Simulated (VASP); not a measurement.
Input of a VASP 6.6.1 run:

Contents of POSCAR:

```
RbBr
1.0
    0.0000000000      3.7688899461      3.8694968646
    3.7688899461      0.0000000000      3.8694968646
    3.7688899461      3.7688899461      0.0000000000
Rb Br
1 1
Direct
    0.0000000000      0.0000000000      0.0000000000
    0.2500000000      0.2500000000      0.2500000000
```

Contents of INCAR.step1:

```
SYSTEM = RbBr
ALGO     = Normal         ! electronic algorithm
EDIFF    = 1E-5           ! SCF threshold, eV
ENCUT    = 520            ! plane-wave cutoff, eV
GGA      = PE             ! functional
ISIF     = 2              ! what is computed and relaxed
ISMEAR   = 0              ! smearing method
LASPH    = .True.         ! aspherical terms in the spheres
LCHARG   = .False.        ! write CHGCAR
LREAL    = .False.        ! projectors in reciprocal space
LWAVE    = .True.         ! write WAVECAR
NBANDS   = 15             ! bands
NELM     = 100            ! most SCF steps
PREC     = Accurate       ! precision mode
SIGMA    = 0.01           ! smearing width, eV
```

INCAR.step2

```
SYSTEM = RbBr
ALGO     = Normal         ! electronic algorithm
EDIFF    = 1E-6           ! SCF threshold, eV
ENCUT    = 520            ! plane-wave cutoff, eV
GGA      = PE             ! functional
HFSCREEN = 0.2079         ! screening, 1/A
ISIF     = 2              ! what is computed and relaxed
ISMEAR   = 0              ! smearing method
ISTART   = 1            
LASPH    = .True.         ! aspherical terms in the spheres
LCHARG   = .False.        ! write CHGCAR
LHFCALC  = .True.         ! exact exchange
LREAL    = .False.        ! projectors in reciprocal space
LWAVE    = .False.        ! write WAVECAR
NBANDS   = 15             ! bands
NELM     = 100            ! most SCF steps
PREC     = Accurate       ! precision mode
PRECFOCK = Normal       
SIGMA    = 0.01           ! smearing width, eV
```

Contents of KPOINTS:

```
k-points
0
Gamma
  4 4 4
  0 0 0
```

Potentials or basis: VASP PAW PBE potentials, release 64 (Rb_sv, Br).

Launch:

```bash
$ cat potpaw_PBE.64/Rb_sv/POTCAR potpaw_PBE.64/Br/POTCAR > POTCAR
$ cp INCAR.step1 INCAR
$ mpirun -np 1 vasp_std > vasp.out
$ cp INCAR.step2 INCAR
$ mpirun -np 1 vasp_std > vasp.out
```

Problem. Predict the pressure.

Solution. 0.6 GPa.

Problem. Estimate the band gap on the k mesh.

Solution. 5.24 eV, indirect (least direct gap 5.37 eV).

Caveat: the PAW data sets were made with another functional, which shifts forces and pressure a little. A k mesh can miss the band edges.
